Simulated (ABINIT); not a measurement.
The system is BAs.

```
As B
1.0
     0.00000    2.38850    2.38850
     2.38850    0.00000    2.38850
     2.38850    2.38850    0.00000
As B
1 1
Direct
  0.75000 0.75000 0.75000
  0.00000 0.00000 0.00000
```

Base run:

| Quantity | Value |
| --- | --- |
| Program | ABINIT 10.8.3 (patched build) |
| Functional | SOGGA |
| Potentials or basis | JTH PAW PBE v2.0 |
| Cutoff | 408 eV |
| k mesh | 10 × 10 × 10 |
| Occupations | fermi-dirac, width 0.05 eV |
| Spin | no spin polarisation |

Its results: band gap on the k mesh 1.01 eV, indirect (least direct gap 3.21 eV); pressure -1.8 GPa.

Task: The run is repeated on the same cell with these changes: functional from SOGGA to PBE; potentials or basis from JTH PAW PBE v2.0 to PseudoDojo NC SR PBE v0.4.1 standard; cutoff from 408 eV to 1143 eV. What comes out?

Result: Band gap on the k mesh 1.20 eV, indirect (least direct gap 3.29 eV); pressure 2.7 GPa.

Caveats: the PAW data sets were made with another functional, which shifts forces and pressure a little (some runs).
